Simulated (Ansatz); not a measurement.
The system is Rb.

```
Rb
1.0
    -2.37899    2.37899    8.48867
     2.37899   -2.37899    8.48867
     2.37899    2.37899   -8.48867
Rb
2
Direct
  0.50000 0.50000 0.00000
  0.25000 0.75000 0.50000
```

This isn't the form of Rb at room conditions, which is bcc.

```yaml
Program: Ansatz 0.2.0
Task: single point
Functional: PBE
Potentials_or_basis: Ansatz PAW
Cutoff: "420 eV (not typed: the program's choice for these potentials)"
k_mesh: 8 × 8 × 8
Occupations: fermi-dirac, width 0.05 eV
Spin: no spin polarisation
```

On this cell: pressure 0.0 GPa; largest force under 0.003 eV/Å; band gap on the k mesh none (metal or under the smearing width).

The same run follows on a disturbed copy (atoms moved at random, drawn with an rms of 0.05 Å):

```xyz
2
Lattice="-2.3790 2.3790 8.4887 2.3790 -2.3790 8.4887 2.3790 2.3790 -8.4887" Properties=species:S:1:pos:R:3 pbc="T T T"
Rb    0.0509   -0.0021    8.4997
Rb    2.3969   -0.0136    4.3093
```

What changes?

The energy (extrapolated to zero smearing) moves by +0.3 meV/atom; pressure 0.0 GPa; largest force 0.021 eV/Å; band gap on the k mesh none (metal or under the smearing width).

Forces on the atoms (eV/Å):
```
Rb  -0.001  0.000  0.021
Rb   0.001  0.000 -0.021
```
